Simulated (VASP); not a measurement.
## SrO: lattice, stiffness and zone-centre modes

What lattice, stiffness and vibrations does SrO have at one level of theory? The starting structure is a measured crystal structure from the Crystallography Open Database. All runs use LDA.

Main program and level: VASP 6.6.1; Kohn-Sham DFT with plane waves and PAW; LDA.

## (1) The structure

It takes space group Fm-3m (No. 225, cubic). The conventional cell has a = 5.161 Å, b = 5.161 Å, c = 5.161 Å, α = 90.00°, β = 90.00°, γ = 90.00°. Nearest to Sr lie 6 O at 2.58 Å. Nearest to O lie 6 Sr at 2.58 Å. Farther neighbours and most contacts between anions are not listed.

As a file:

```cif
data_structure
_symmetry_space_group_name_H-M 'P 1'
_symmetry_Int_Tables_number 1
_cell_length_a 3.6496
_cell_length_b 3.6496
_cell_length_c 3.6496
_cell_angle_alpha 60.000
_cell_angle_beta 60.000
_cell_angle_gamma 60.000
_cell_volume 34.37
loop_
_atom_site_label
_atom_site_type_symbol
_atom_site_fract_x
_atom_site_fract_y
_atom_site_fract_z
_atom_site_occupancy
Sr1 Sr 0.00000 0.00000 0.00000 1
O2 O 0.50000 0.50000 0.50000 1
```

## (2) Relaxation

This run starts from the cell of an earlier relaxation, which isn't shown; the restart sets up the plane waves anew.

INCAR

```
SYSTEM = SrO
PREC = Accurate
ENCUT = 560
EDIFF = 1E-07
NELM = 100
ISMEAR = 0
SIGMA = 0.03
LREAL = .FALSE.
ALGO = Normal
GGA = CA
NBANDS = 14
LORBIT = 11
LWAVE = .FALSE.
LCHARG = .FALSE.
KPAR = 4
IBRION = 2
NSW = 50
ISIF = 3
EDIFFG = -0.002
```

POSCAR

```
SrO
1.0
    0.0000000000      2.5386124071      2.5386124071
    2.5386124071      0.0000000000      2.5386124071
    2.5386124071      2.5386124071      0.0000000000
Sr O
1 1
Direct
    0.0000000000      0.0000000000      0.0000000000
    0.5000000000      0.5000000000      0.5000000000
```

KPOINTS

```
Automatic mesh
0
Gamma
8 8 8
0 0 0
```

PAW data sets: Sr_sv and O (LDA family, release 64).

Started as:

```sh
> mpirun -np 4 vasp_std
```

The log of the run:

```text
[banner, memory and clock lines left out]
running    4 mpi-ranks, on    1 nodes
 distrk:  each k-point on    1 cores,    4 groups
 distr:  one band on    1 cores,    1 groups

 POSCAR found type information on POSCAR SrO
 POSCAR found :  2 types and       2 ions
 LDA part: xc-table for (Slater(with rela. corr.)+CA(PZ))
 , standard interpolation
 POSCAR, INCAR and KPOINTS ok, starting setup
 FFT: planning ... GRIDC
 FFT: planning ... GRID_SOFT
 FFT: planning ... GRID
 WAVECAR not read
 entering main loop
       N       E                     dE             d eps       ncg     rms          rms(c)
DAV:   1     0.734226976974E+02    0.73423E+02   -0.91253E+03   812   0.120E+03
DAV:   2    -0.120783633347E+02   -0.85501E+02   -0.77343E+02  1080   0.241E+02
DAV:   3    -0.155041570949E+02   -0.34258E+01   -0.34026E+01  1032   0.444E+01
DAV:   4    -0.155806371705E+02   -0.76480E-01   -0.76467E-01  1020   0.620E+00
DAV:   5    -0.155824522384E+02   -0.18151E-02   -0.18151E-02  1072   0.734E-01    0.185E+01
DAV:   6    -0.136018991902E+02    0.19806E+01   -0.68605E+00   830   0.210E+01    0.223E+01
DAV:   7    -0.134364783678E+02    0.16542E+00   -0.38585E-01   968   0.551E+00    0.125E+01
DAV:   8    -0.133874594343E+02    0.49019E-01   -0.13634E-01  1010   0.352E+00    0.138E+00
DAV:   9    -0.133883702275E+02   -0.91079E-03   -0.58301E-03  1210   0.477E-01    0.289E-01
DAV:  10    -0.133882762214E+02    0.94006E-04   -0.30930E-04   896   0.195E-01    0.150E-01
DAV:  11    -0.133882968829E+02   -0.20661E-04   -0.48701E-05   920   0.637E-02    0.188E-02
DAV:  12    -0.133882983459E+02   -0.14630E-05   -0.33985E-06   930   0.148E-02    0.109E-02
DAV:  13    -0.133882980690E+02    0.27690E-06   -0.12818E-06   956   0.848E-03    0.202E-03
DAV:  14    -0.133882980861E+02   -0.17110E-07   -0.52687E-08   514   0.211E-03
   1 F= -.13388298E+02 E0= -.13388298E+02  d E =-.133883E+02
 curvature:   0.00 expect dE= 0.000E+00 dE for cont linesearch  0.000E+00
 trial: gam= 0.00000 g(F)=  0.522E-60 g(S)=  0.287E-09 ort = 0.000E+00 (trialstep = 0.100E+01)
 search vector abs. value=  0.387E-09
 reached required accuracy - stopping structural energy minimisation
```

It took 12 s on 4 MPI ranks of AMD EPYC 7R13 (Zen 3), shared host; peak memory 0.47 GiB.

The logs omit lines about the potential files and the build; timing stands in the text.

OUTCAR, selected parts (step 2):

```text
ion  position               nearest neighbor table
   1  0.000  0.000  0.000-   2 2.54   2 2.54   2 2.54   2 2.54   2 2.54   2 2.54
   2  0.500  0.500  0.500-   1 2.54   1 2.54   1 2.54   1 2.54   1 2.54   1 2.54

  LATTYP: Found a face centered cubic cell.
 ALAT       =     5.0772248142

 Subroutine GETGRP returns: Found 48 space group operations
 (whereof 48 operations were pure point group operations)

The static configuration has the point symmetry O_h .

 Found     29 irreducible k-points:

   k-points           NKPTS =     29   k-points in BZ     NKDIM =     29   number of bands    NBANDS=     14

   dimension x,y,z NGX =    28 NGY =   28 NGZ =   28
   dimension x,y,z NGXF=    56 NGYF=   56 NGZF=   56

   ENCUT  =  560.0 eV  41.16 Ry    6.42 a.u.   6.93  6.93  6.93*2*pi/ulx,y,z

   NELECT =      16.0000    total number of electrons

 k-points in reciprocal lattice and weights: Automatic mesh
   0.00000000  0.00000000  0.00000000       0.002
   0.12500000  0.00000000  0.00000000       0.016
   0.25000000  0.00000000  0.00000000       0.016
   0.37500000  0.00000000  0.00000000       0.016
   0.50000000  0.00000000  0.00000000       0.008
   0.12500000  0.12500000  0.00000000       0.012
   0.25000000  0.12500000  0.00000000       0.047
   0.37500000  0.12500000  0.00000000       0.047
   0.50000000  0.12500000  0.00000000       0.047
[...]
-0.37500000  0.50000000  0.12500000       0.023
  -0.25000000  0.50000000  0.25000000       0.012

 average (electrostatic) potential at core
       1 -35.9672       2 -71.7322

 E-fermi :   1.6744

 k-point     1 :       0.0000    0.0000    0.0000
  band No.  band energies     occupation
    ...
      4     -12.1100      2.00000
      5     -12.1100      2.00000
      6       1.5321      2.00000
      7       1.5321      2.00000
      8       1.5321      2.00000
      9       5.6077      0.00000
     10       7.7149      0.00000
     11       7.7149      0.00000
     12       7.7149      0.00000
     13      10.0281      0.00000
    ...

 k-point     2 :       0.1250    0.0000    0.0000
  band No.  band energies     occupation
    ...
      4     -12.1239      2.00000
      5     -11.7556      2.00000
      6       1.0490      2.00000
      7       1.3154      2.00000
      8       1.3154      2.00000
      9       6.3307      0.00000
     10       7.5532      0.00000
     11       8.0395      0.00000
     12       8.0395      0.00000
     13      10.4686      0.00000
    ...

 k-point     3 :       0.2500    0.0000    0.0000
  band No.  band energies     occupation
    ...
      4     -12.1570      2.00000
      5     -11.2544      2.00000
      6       0.1684      2.00000
      7       0.8511      2.00000
      8       0.8511      2.00000
      9       7.5110      0.00000
     10       7.8927      0.00000
     11       8.9237      0.00000
     12       8.9237      0.00000
     13      11.5632      0.00000
    ...

  Total       -0.0000629     -0.0000629     -0.0000629      0.0000000      0.0000000     -0.0000000
  in kB       -0.0030816     -0.0030816     -0.0030816      0.0000000      0.0000000     -0.0000000
  external PRESSURE =      -0.0030816 kB  Pullay stress =       0.0000000 kB

  energy-cutoff  :      560.00
  volume of cell :       32.72
      direct lattice vectors                 reciprocal lattice vectors
     0.000000000  2.538612407  2.538612407    -0.196957991  0.196957991  0.196957991
     2.538612407  0.000000000  2.538612407     0.196957991 -0.196957991  0.196957991
     2.538612407  2.538612407  0.000000000     0.196957991  0.196957991 -0.196957991

 POSITION                                       TOTAL-FORCE (eV/Angst)
 -----------------------------------------------------------------------------------
      0.00000      0.00000      0.00000         0.000000      0.000000      0.000000
      2.53861      2.53861      2.53861        -0.000000     -0.000000     -0.000000
 -----------------------------------------------------------------------------------
    total drift:                                0.000000      0.000000      0.000000

  FREE ENERGIE OF THE ION-ELECTRON SYSTEM (eV)
  ---------------------------------------------------
  free  energy   TOTEN  =       -13.3882980861 eV

  energy  without entropy=      -13.3882980861  energy(sigma->0) =      -13.38829809

 reached required accuracy - stopping structural energy minimisation

 total charge
# of ion       s       p       d       tot
------------------------------------------
    1        2.020   5.816   0.281   8.117
    2        1.540   3.414   0.000   4.954
--------------------------------------------------
tot          3.560   9.230   0.281  13.071

[... 3 further parts left out ...]
```

CONTCAR:

```
SrO
   1.00000000000000
     0.0000000000000000    2.5386124071000000    2.5386124071000000
     2.5386124071000000    0.0000000000000000    2.5386124071000000
     2.5386124071000000    2.5386124071000000    0.0000000000000000
  Sr              O
     1     1
Direct
     0.0000000000000000    0.0000000000000000    0.0000000000000000
     0.5000000000000000    0.5000000000000000    0.5000000000000000
```

The run keeps the 48 symmetry operations of its start, so it cannot find a distortion of lower symmetry.

The relaxed cell holds 16.360 Å³ an atom, with a = 5.077 Å (-1.6 % against the database cell). Pressures at 0.985 and 1.015 times this volume, from two more relaxations that aren't shown, give a bulk modulus of 104.7 GPa.

## (3) Elastic constants

INCAR

```
SYSTEM = SrO
PREC = Accurate
ENCUT = 800
EDIFF = 1E-08
NELM = 100
ISMEAR = 0
SIGMA = 0.03
LREAL = .FALSE.
ALGO = Normal
GGA = CA
NBANDS = 14
LORBIT = 11
LWAVE = .FALSE.
LCHARG = .FALSE.
KPAR = 4
IBRION = 6
NFREE = 2
POTIM = 0.015
ISIF = 3
NSW = 1
```

POSCAR is that of step 2.

KPOINTS is that of step 2.

Started as:

```sh
> mpirun -np 4 vasp_std
```

The log of the run:

```text
[... set-up lines as in an earlier step ...]
 entering main loop
       N       E                     dE             d eps       ncg     rms          rms(c)
DAV:   1     0.987954342661E+02    0.98795E+02   -0.11070E+04   812   0.158E+03
DAV:   2    -0.110103347280E+02   -0.10981E+03   -0.99445E+02  1086   0.288E+02
DAV:   3    -0.154472170992E+02   -0.44369E+01   -0.44038E+01   998   0.550E+01
DAV:   4    -0.155872095117E+02   -0.13999E+00   -0.13996E+00  1126   0.844E+00
[...]
DAV:  13    -0.133941252169E+02    0.27990E-06   -0.12894E-06   962   0.857E-03    0.209E-03
DAV:  14    -0.133941252302E+02   -0.13355E-07   -0.59512E-08   898   0.223E-03    0.967E-04
DAV:  15    -0.133941252298E+02    0.45497E-09   -0.12026E-09   492   0.361E-04
   1 F= -.13394125E+02 E0= -.13394125E+02  d E =-.812523E-14
[... from here on, the cycles between the ionic steps are left out ...]
   2 F= -.13389647E+02 E0= -.13389647E+02  d E =-.225188E-18
   3 F= -.13388852E+02 E0= -.13388852E+02  d E =-.113244E-33
   4 F= -.13389647E+02 E0= -.13389647E+02  d E =-.224424E-18
   5 F= -.13388852E+02 E0= -.13388852E+02  d E =-.113216E-33
   6 F= -.13389647E+02 E0= -.13389647E+02  d E =-.224411E-18
   7 F= -.13388852E+02 E0= -.13388852E+02  d E =-.113187E-33
   8 F= -.13392835E+02 E0= -.13392835E+02  d E =-.911524E-16
   9 F= -.13392835E+02 E0= -.13392835E+02  d E =-.910949E-16
  10 F= -.13392835E+02 E0= -.13392835E+02  d E =-.909684E-16
  11 F= -.13392835E+02 E0= -.13392835E+02  d E =-.910605E-16
  12 F= -.13392835E+02 E0= -.13392835E+02  d E =-.908970E-16
  13 F= -.13392835E+02 E0= -.13392835E+02  d E =-.911501E-16
  14 F= -.13393856E+02 E0= -.13393856E+02  d E =-.550008E-14
  15 F= -.13393856E+02 E0= -.13393856E+02  d E =-.553342E-14
  16 F= -.13393858E+02 E0= -.13393858E+02  d E =-.548075E-14
  17 F= -.13393858E+02 E0= -.13393858E+02  d E =-.552608E-14
 Finite differences progress:
  Degree of freedom:   8/  8
  Displacement:        2/  2
  Total:              16/ 16
```

The job ended after 12 min (4 MPI ranks; peak memory 1.3 GiB).

From OUTCAR (step 3):

```text
  Total        0.0106891      0.0044319      0.0044319      0.0000000      0.0000000      0.0000000
  in kB        0.5233980      0.2170102      0.2170102      0.0000000      0.0000000      0.0000000
  external PRESSURE =       0.3191395 kB  Pullay stress =       0.0000000 kB

 POSITION                                       TOTAL-FORCE (eV/Angst)
 -----------------------------------------------------------------------------------
      0.00000      0.00000      0.00000        -0.035815      0.000000      0.000000
      2.52361      2.53861      2.53861         0.035815      0.000000      0.000000
 -----------------------------------------------------------------------------------
    total drift:                               -0.000171      0.000000      0.000000

  FREE ENERGIE OF THE ION-ELECTRON SYSTEM (eV)
  ---------------------------------------------------
  free  energy   TOTEN  =       -13.3938576223 eV

  energy  without entropy=      -13.3938576223  energy(sigma->0) =      -13.39385762

[... 1 part as in an earlier step ...]

[... 2 further parts left out ...]
[key lines of the parts left out:]
E-fermi :   1.6740
```

The last energy, forces and stress in OUTCAR belong to the last displaced cell, not to that of POSCAR.

The elastic tensor has C11 = 212.4, C12 = 51.6, C44 = 56.4 GPa; its Hill averages are a bulk modulus of 105.2 and a shear modulus of 65.0 GPa.

## (4) Modes of the relaxed cell

INCAR

```
SYSTEM = SrO
PREC = Accurate
ENCUT = 560
EDIFF = 1E-08
NELM = 100
ISMEAR = 0
SIGMA = 0.03
LREAL = .FALSE.
ALGO = Normal
GGA = CA
NBANDS = 14
LORBIT = 11
LWAVE = .FALSE.
LCHARG = .FALSE.
KPAR = 4
IBRION = 8
LEPSILON = .TRUE.
LPEAD = .TRUE.
ISIF = 2
```

POSCAR is that of step 3.

KPOINTS

```
Automatic mesh
0
Gamma
14 14 14
0 0 0
```

Started as:

```sh
> mpirun -np 4 vasp_std
```

The log of the run:

```text
[... set-up lines as in an earlier step ...]
 entering main loop
       N       E                     dE             d eps       ncg     rms          rms(c)
DAV:   1     0.733909303565E+02    0.73391E+02   -0.89639E+03  2912   0.119E+03
DAV:   2    -0.120719507589E+02   -0.85463E+02   -0.78507E+02  3954   0.243E+02
DAV:   3    -0.154941415215E+02   -0.34222E+01   -0.34002E+01  3714   0.445E+01
DAV:   4    -0.155808649537E+02   -0.86723E-01   -0.86705E-01  3704   0.650E+00
[...]
DAV:  13    -0.133882916495E+02    0.29367E-06   -0.14259E-06  3356   0.899E-03    0.227E-03
DAV:  14    -0.133882916631E+02   -0.13531E-07   -0.72245E-08  3378   0.239E-03    0.957E-04
DAV:  15    -0.133882916626E+02    0.49977E-09   -0.14414E-09  1806   0.391E-04
   1 F= -.13388292E+02 E0= -.13388292E+02  d E =-.338210E-31
 Linear response reoptimize wavefunctions to high precision
DAV:   1    -0.133882916625E+02    0.11710E-09   -0.45972E-10  2398   0.215E-04
DAV:   2    -0.133882916624E+02    0.56161E-10   -0.91497E-11  1618   0.747E-05
 Linear response to external field (no local field effect), progress :
[...]
RMM:  18    -0.269270518163E+00   -0.58912E-08   -0.39713E-08  9879   0.678E-06    0.236E-06
 first order change of Fermi-energy   0.28019E-04
 force on displaced ion       1 direction 1 :  -2.401   0.000   0.000
 Born effective charge ion    1 direction 1 :   2.476   0.000   0.000
 Linear response progress:
  Degree of freedom:   2/  2
       N       E                     dE             d eps       ncg     rms          rms(c)
RMM:   1    -0.365409094800E+00   -0.36541E+00    0.20288E-01 13406   0.353E+00
RMM:   2    -0.356028891998E+00    0.93802E-02   -0.66675E-03 11180   0.509E-01    0.301E-01
RMM:   3    -0.357187885952E+00   -0.11590E-02   -0.12949E-03 11920   0.159E-01    0.180E-01
RMM:   4    -0.358917324574E+00   -0.17294E-02   -0.63768E-04 11402   0.135E-01    0.211E-02
[...]
RMM:  11    -0.358830380577E+00   -0.15125E-06    0.14404E-07 16226   0.959E-05    0.177E-05
RMM:  12    -0.358830287557E+00    0.93020E-07    0.40566E-08 15975   0.410E-05    0.102E-05
RMM:  13    -0.358830291626E+00   -0.40698E-08   -0.66424E-09 16056   0.174E-05    0.566E-06
 first order change of Fermi-energy  -0.19952E-04
 force on displaced ion       2 direction 1 :  -2.385   0.000   0.000
 Born effective charge ion    2 direction 1 :  -2.476   0.000   0.000
 Born effective charges drift removed
 Linear response finished
```

The job ended after 11 min (4 MPI ranks; peak memory 2.3 GiB).

OUTCAR, selected parts (step 4):

```text
  Total        0.0000901      0.0000901      0.0000901      0.0000000      0.0000000     -0.0000000
  in kB        0.0044139      0.0044139      0.0044139      0.0000000      0.0000000     -0.0000000
  external PRESSURE =       0.0044139 kB  Pullay stress =       0.0000000 kB

 MACROSCOPIC STATIC DIELECTRIC TENSOR (including local field effects in DFT)
 ------------------------------------------------------
           3.897663     0.000000    -0.000000
           0.000000     3.897663    -0.000000
           0.000000     0.000000     3.897663
 ------------------------------------------------------

 MACROSCOPIC STATIC DIELECTRIC TENSOR IONIC CONTRIBUTION
 ------------------------------------------------------
          14.166391    -0.000000    -0.000000
          -0.000000    14.166391     0.000000
          -0.000000     0.000000    14.166391
 ------------------------------------------------------

[... 2 parts as in an earlier step ...]

[... 1 further part left out ...]
```

The zone-centre modes at 16.360 Å³ an atom are T1u 219.1 cm⁻¹.

(Continued in part 2 of 2.)

[Lines on the potential files, build, host, timing and source positions are cut from VASP's logs without a mark.]

[Logs are printed without paths, hosts, clocks, repeated set-up lines and the standing remarks that a program may print on its own settings, such as how far it seeks lower states.]

[Hosts, paths, dates, database ids (printed as entryN), source tags and the programs' standing remarks are cut or masked in the printed files.]
